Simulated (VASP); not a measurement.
# Sn8Se7 (a cell with a defect) in VASP: a series of runs, part 3 of 3

VASP 6.6.1. Earlier steps stand in the parts before.

## Step 5: Single point, PBE

File INCAR:

```
SYSTEM = Sn8Se7
PREC = Accurate
ENCUT = 520
EDIFF = 1E-6
ISMEAR = 0
SIGMA = 0.1
LREAL = Auto
LASPH = .True.
NELM = 80
ALGO = Fast
ISIF = 2
LWAVE = .False.
LCHARG = .False.
GGA = PE
NBANDS = 90
```

File KPOINTS:

```
Automatic mesh
0
Gamma
  2 2 2
  0 0 0
```

File POSCAR:

```
Sn8Se7
1.0
    0.0000000000      6.0662700000      6.0662700000
    6.0662700000      0.0000000000      6.0662700000
    6.0662700000      6.0662700000      0.0000000000
Sn Se
8 7
Direct
    0.0172213733      0.0434388018     -0.0413685016
   -0.0350037997      0.0434790242      0.5786639071
   -0.0158686475      0.5425481391     -0.0036487825
   -0.0126199460      0.4359332835      0.5594701522
    0.4499912632     -0.0100246939      0.0238996121
    0.5208794696      0.0142988195      0.4748261287
    0.5069375415      0.4902027111      0.0105568990
    0.4994182587      0.5344796720      0.4684877198
    0.2395158804      0.2174575151      0.2708804587
    0.2893908448      0.2794593712      0.6870465706
    0.2632086109      0.7174495201      0.2515742788
    0.2480941336      0.7529049976      0.7249469608
    0.7560463019      0.2518564126      0.2242762027
    0.7594455901     -0.1639338506      1.1502229541
    0.7576392907      0.7154542248      0.7556524025
```

On the command line:

```bash
> cat potpaw_PBE.64/Sn_d/POTCAR potpaw_PBE.64/Se/POTCAR > POTCAR
> mpirun -np 1 vasp_std > vasp.out
```

It took 26 min on 1 thread of AMD EPYC 7R13 (Zen 3), shared host; peak memory 0.63 GiB.

It converged, with:

```yaml
Free_energy: -59.9996 eV
Pressure: 0.3 GPa
Largest_force: 0.432 eV/Å
Band_gap_on_the_k_mesh: 0.16 eV, indirect (least direct gap 0.31 eV)
```

Forces on the atoms (eV/Å):
```
Sn  -0.039 -0.074 -0.084
Sn   0.055  0.001  0.135
Sn  -0.160  0.005 -0.032
Sn  -0.014 -0.115  0.016
Sn  -0.020 -0.033  0.146
Sn  -0.006 -0.026 -0.028
Sn   0.013 -0.001  0.129
Sn   0.020  0.103 -0.056
Se   0.012 -0.031 -0.025
Se   0.047 -0.128 -0.110
Se   0.051  0.057  0.221
Se   0.009 -0.003  0.027
Se  -0.002 -0.009  0.005
Se   0.028  0.308 -0.301
Se   0.005 -0.056 -0.043
```

Stress tensor (GPa, compression positive):
```
-0.16 -0.03  0.04
-0.03  0.66 -0.23
 0.04 -0.23  0.35
```

Levels at points of the mesh, in eV from the valence-band top:
| k point | band 75 | band 76 | band 77 | band 78 | band 79 | band 80 |
| --- | --- | --- | --- | --- | --- | --- |
| (0.00, 0.00, 0.00) | -0.63 | -0.58 | -0.14 | 0.16 | 0.44 | 0.60 |
| (0.50, 0.00, 0.00) | -1.48 | -1.29 | -0.29 | 0.83 | 1.15 | 1.35 |
| (0.00, 0.50, 0.00) | -1.38 | -1.19 | -0.05 | 0.81 | 1.01 | 1.52 |
| (0.00, 0.00, 0.50) | -1.51 | -1.15 | -0.06 | 0.72 | 1.13 | 1.53 |
| (0.50, 0.50, 0.50) | -1.59 | -1.31 | -0.32 | 0.85 | 1.25 | 1.63 |
| (0.50, 0.50, 0.00) | -0.58 | -0.39 | -0.30 | 0.45 | 0.74 | 0.83 |
| (0.00, 0.50, 0.50) | -0.89 | -0.65 | 0.00 | 0.53 | 0.75 | 0.83 |
| (0.50, 0.00, 0.50) | -0.87 | -0.69 | -0.34 | 0.23 | 0.69 | 0.80 |

Caveat: the k mesh is coarse (spacing up to 0.45 Å⁻¹), so the values aren't converged; spin-orbit coupling is left out, which moves the levels of the heavy elements.

## Step 6: Single point, PBE

File INCAR:

```
PREC = Accurate ; ENCUT = 520
EDIFF = 1E-7 ; ISMEAR = 0
SIGMA = 0.1 ; LREAL = Auto
LASPH = T ; NELM = 80
ALGO = Fast ; ISIF = 2
LWAVE = F ; LCHARG = F
GGA = PE ; NBANDS = 90
```

File KPOINTS:

```
regular mesh
0
Gamma
  2 2 2
```

File POSCAR:

```
Sn8Se7
1.0
    0.0000000000      6.0662700000      6.0662700000
    6.0662700000      0.0000000000      6.0662700000
    6.0662700000      6.0662700000      0.0000000000
Sn Se
8 7
Direct
   -0.0690133311      0.0369095836     -0.0030419846
    0.0108881570     -0.0267674370      0.5065583134
    0.0043350362      0.5041950820      0.0092550282
    0.0100640097      0.5099682342      0.5061025968
    0.5344393672      0.0346295994     -0.0033728304
    0.4991495598     -0.0010345731      0.5265423399
    0.5363402882      0.4312018753     -0.0021072257
    0.4735901963      0.5107385593      0.5062441995
    0.2569350688      0.2549091122      0.2342512780
    0.2552659212      0.2581904531      0.7336134066
    0.2425698164      0.7425526724      0.2717414490
    0.2383533044      0.7374313211      0.7507512030
    0.7368907912      0.2359590819      0.2558132922
    0.7556867729     -0.2432911822      1.2337528663
    0.7585756157      0.7546062902      0.7338561422
```

Potentials or basis: VASP PAW PBE potentials, release 64 (Sn_d, Se).

On the command line:

```bash
> cat potpaw_PBE.64/Sn_d/POTCAR potpaw_PBE.64/Se/POTCAR > POTCAR
> mpirun -np 1 vasp_std > vasp.out
```

Run time: 21 min. Hardware: 1 thread of AMD EPYC 7R13 (Zen 3), shared host; peak memory 0.61 GiB.

The run converged. Its results:

```
Free energy            : -60.3279 eV
Pressure               : 0.5 GPa
Largest force          : 0.026 eV/Å
Band gap on the k mesh : 0.14 eV, indirect (least direct gap 0.52 eV)
```

Forces in eV/Å, atoms in the order of the input:
```
Sn   0.004 -0.001  0.002
Sn   0.015  0.007  0.004
Sn  -0.009 -0.011 -0.002
Sn   0.001  0.003 -0.019
Sn  -0.006 -0.005  0.019
Sn  -0.006 -0.007 -0.008
Sn  -0.011  0.002  0.010
Sn   0.003  0.014  0.007
Se   0.006 -0.008 -0.014
Se   0.000  0.005 -0.006
Se  -0.015 -0.016  0.013
Se   0.006  0.004  0.012
Se   0.008  0.011  0.004
Se  -0.006  0.003 -0.015
Se   0.010 -0.001 -0.007
```

Stress tensor (GPa, compression positive):
```
 0.48  0.30 -0.12
 0.30  0.47 -0.12
-0.12 -0.12  0.51
```

Levels at points of the mesh, in eV from the valence-band top:
```tsv
k point	band 73	band 74	band 75	band 76	band 77	band 78	band 79	band 80	band 81	band 82
(0.00, 0.00, 0.00)	-1.51	-0.71	-0.47	-0.45	-0.38	0.14	0.24	0.65	1.17	1.25
(0.50, 0.00, 0.00)	-1.99	-1.76	-1.68	-1.61	-0.02	0.88	1.19	1.62	1.96	2.05
(0.00, 0.50, 0.00)	-1.99	-1.76	-1.68	-1.60	-0.02	0.87	1.19	1.61	1.96	2.05
(0.00, 0.00, 0.50)	-1.83	-1.77	-1.66	-1.65	-0.13	1.03	1.12	1.34	1.81	2.04
(0.50, 0.50, 0.50)	-1.94	-1.79	-1.68	-1.64	0.00	0.85	1.20	1.55	1.83	1.98
(0.50, 0.50, 0.00)	-1.24	-0.96	-0.91	-0.79	-0.50	0.34	0.58	0.58	1.10	1.58
(0.00, 0.50, 0.50)	-1.31	-1.01	-0.93	-0.61	-0.52	0.46	0.51	0.83	0.92	1.58
(0.50, 0.00, 0.50)	-1.32	-1.01	-0.93	-0.62	-0.52	0.47	0.51	0.83	0.92	1.58
```

Caveat: the k mesh is coarse (spacing up to 0.45 Å⁻¹), so the values aren't converged; spin-orbit coupling is left out, which moves the levels of the heavy elements.
